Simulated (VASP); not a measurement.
# SnO₂: convergence, self-consistent run

SnO₂, Imm2 (no. 44), 6 atoms in the cell. PBE; PAW potentials Sn_d, O (PBE set). VASP 6.6.1. The cell is changed on purpose: last atom moved by 0.04 Å along z, cell strained by -1.0% along z.

Wanted: energy within 2 meV/atom; forces within 0.01 eV/Å.

What the run is for: forces; Accuracy asked: standard.

POSCAR:
```
SnO2
1.0
   -2.0000686112      2.0000686112      5.0724420673
    2.0000686112     -2.0000686112      5.0724420673
    2.0000686112      2.0000686112     -5.0724420673
Sn O
2 4
Direct
    0.0000000000      0.0000000000      0.0000000000
    0.7500000000      0.2500000000      0.5000000000
    0.5465225900      0.0465225900      0.5000000000
    0.2034774100      0.2034774100      0.0000000000
    0.9534774100      0.4534774100      0.5000000000
    0.8004260400      0.8004260400      0.0000000000
```

The series start from Plane-wave cutoff (eV): 520; k-point mesh: 8 × 8 × 8; Precision mode (PREC): Accurate; Electronic threshold (eV): 1e-6; Bands in all (NBANDS): 40; Aspherical gradient terms in the spheres (LASPH): yes; Electronic algorithm: ALGO=Normal; Support grid and gradient cutoff: ADDGRID=False GGA_COMPAT=False; Density mixing: defaults. Each series keeps the choices made before it, and each single choice may use up half of a tolerance.

## Plane-wave cutoff (eV)

| Plane-wave cutoff (eV) | Energy less reference (meV/atom) | Forces, largest deviation (eV/Å) | SCF iterations | Time (s) |
|---|---|---|---|---|
| 320 | -69.2 | 0.121 | 13 | 29 |
| 400 | -6.9 | 0.013 | 13 | 47 |
| 460 | 2.4 | 0.003 | 13 | 62 |
| 520 | 4.7 | 0.004 | 13 | 84 |
| 600 | 3.1 | 0.002 | 13 | 89 |
| 700 | 0.8 | 0.000 | 13 | 119 |
| 840 (reference) | 0.0 | 0.000 | 13 | 166 |

Chosen: 700, the loosest value from which every tighter one stays within half of the tolerance.

## k-point mesh

| k-point mesh | Energy less reference (meV/atom) | Forces, largest deviation (eV/Å) | SCF iterations | Time (s) |
|---|---|---|---|---|
| 3 × 3 × 3 | 0.4 | 0.008 | 13 | 18 |
| 4 × 4 × 4 | 0.2 | 0.001 | 13 | 42 |
| 5 × 5 × 5 | 0.0 | 0.000 | 13 | 53 |
| 6 × 6 × 6 | 0.0 | 0.000 | 13 | 72 |
| 8 × 8 × 8 | 0.0 | 0.000 | 13 | 119 |
| 10 × 10 × 10 | 0.0 | 0.000 | 13 | 191 |
| 12 × 12 × 12 (reference) | 0.0 | 0.000 | 13 | 267 |

Chosen: 4 × 4 × 4.

## Precision mode (PREC)

| Precision mode (PREC) | Energy less reference (meV/atom) | Forces, largest deviation (eV/Å) | SCF iterations | Time (s) |
|---|---|---|---|---|
| Low | -0.3 | 0.006 | 13 | 16 |
| SingleN | -0.3 | 0.006 | 13 | 16 |
| Normal | 0.0 | 0.000 | 13 | 18 |
| Accurate (reference) | 0.0 | 0.000 | 13 | 42 |

Chosen: Normal.

## Electronic threshold (eV)

| Electronic threshold (eV) | Energy less reference (meV/atom) | Forces, largest deviation (eV/Å) | SCF iterations | Time (s) |
|---|---|---|---|---|
| 0.001 | 0.0 | 0.002 | 11 | 14 |
| 0.0001 | 0.0 | 0.001 | 12 | 14 |
| 1e-5 | 0.0 | 0.000 | 12 | 14 |
| 1e-6 | 0.0 | 0.000 | 13 | 18 |
| 1e-7 | 0.0 | 0.000 | 15 | 17 |
| 1e-8 (reference) | 0.0 | 0.000 | 16 | 15 |

Chosen: 0.001.

## Bands in all (NBANDS)

| Bands in all (NBANDS) | Energy less reference (meV/atom) | Forces, largest deviation (eV/Å) | SCF iterations | Time (s) |
|---|---|---|---|---|
| 27 | 0.0 | 0.004 | 11 | 8.8 |
| 28 | 0.0 | 0.005 | 11 | 10 |
| 30 | 0.1 | 0.002 | 10 | 8.9 |
| 32 | 0.1 | 0.002 | 10 | 9.6 |
| 40 | 0.0 | 0.001 | 11 | 14 |
| 54 (reference) | 0.0 | 0.000 | 11 | 14 |

Chosen: 27.

## Aspherical gradient terms in the spheres (LASPH)

| Aspherical gradient terms in the spheres (LASPH) | Energy less reference (meV/atom) | Forces, largest deviation (eV/Å) | SCF iterations | Time (s) |
|---|---|---|---|---|
| yes | 0.0 | 0.000 | 11 | 8.8 |
| no | 1.0 | 0.003 | 11 | 9.6 |

Chosen: yes; no other choice that stays within half of the tolerance saves 30 % of the time.

## Electronic algorithm

| Electronic algorithm | Energy less reference (meV/atom) | Forces, largest deviation (eV/Å) | SCF iterations | Time (s) |
|---|---|---|---|---|
| ALGO=Normal | 0.0 | 0.000 | 11 | 8.8 |
| ALGO=Fast | 0.0 | 0.006 | 13 | 11 |
| ALGO=VeryFast | 0.0 | 0.002 | 18 | 12 |
| ALGO=All ISEARCH=1 | 0.0 | 0.012 | 14 | 13 |
| ALGO=All ISEARCH=0 | 0.0 | 0.012 | 14 | 13 |
| ALGO=Damped TIME=0.4 | 0.2 | 0.005 | 20 | 14 |
| ALGO=Damped TIME=0.1 | 1.0 | 0.009 | 32 | 18 |

Chosen: ALGO=Normal.

## Support grid and gradient cutoff

| Support grid and gradient cutoff | Energy less reference (meV/atom) | Forces, largest deviation (eV/Å) | SCF iterations | Time (s) |
|---|---|---|---|---|
| ADDGRID=False GGA_COMPAT=False | 0.0 | 0.000 | 11 | 8.8 |
| ADDGRID=True GGA_COMPAT=False | 0.0 | 0.000 | 11 | 20 |
| ADDGRID=False GGA_COMPAT=True | 0.0 | 0.000 | 11 | 10 |

Chosen: ADDGRID=False GGA_COMPAT=False.

## Density mixing

| Density mixing | Energy less reference (meV/atom) | Forces, largest deviation (eV/Å) | SCF iterations | Time (s) |
|---|---|---|---|---|
| defaults | 0.0 | 0.000 | 11 | 8.8 |
| AMIX=0.8 | 0.0 | 0.012 | 11 | 11 |
| AMIX=0.1 | 0.0 | 0.006 | 14 | 14 |
| BMIX=2.0 | 0.0 | 0.006 | 11 | 10 |
| BMIX=0.0001 | 0.0 | 0.004 | 11 | 10 |
| AMIX=0.4 AMIN=0.6 IMIX=2 | 0.0 | 0.003 | 23 | 18 |
| MAXMIX=-10 | 0.0 | 0.000 | 11 | 9.8 |

Chosen: defaults.

## All choices together

| Input | Energy less reference (meV/atom) | Forces, largest deviation (eV/Å) | Time (s) |
|---|---|---|---|
| the program's defaults (naive) | -8.9 | 0.036 | 7.6 |
| chosen settings | 1.0 | 0.003 | 8.8 |
| reference settings throughout | 0.0 | 0.000 | 566 |

The tolerance is met.

## The input

INCAR:
```
  ADDGRID = F
  ALGO = Normal
  EDIFF = 0.001
  EFERMI = MIDGAP
  ENCUT = 700
  GGA = PE
  GGA_COMPAT = F
  ISIF = 2
  ISMEAR = 0
  KPAR = 8
  LASPH = T
  LCHARG = F
  LREAL = F
  LWAVE = F
  NBANDS = 27
  NELM = 120
  PREC = Normal
  SIGMA = 0.03
```

KPOINTS:
```
Automatic mesh
0
Gamma
  4 4 4
  0 0 0
```

Commands:
```
cat potpaw_PBE.64/Sn_d/POTCAR potpaw_PBE.64/O/POTCAR > POTCAR
mpirun -np 8 vasp_std > vasp.out
```

The chosen input took VASP 6.6.1 8.8 s on 8 cores (Intel Xeon 6975P-C (Granite Rapids)), a shared host.

## An input that fails: one k point for a small cell

It runs to its end, but against the unchanged starting input it is off by 209.0 meV/atom in the energy, 0.211 eV/Å in the forces.

k mesh: 8 × 8 × 8 becomes 1 × 1 × 1.

Changes against the starting input:
```
- NELM = 120
- KPAR = 8
+ NELM = 83
```
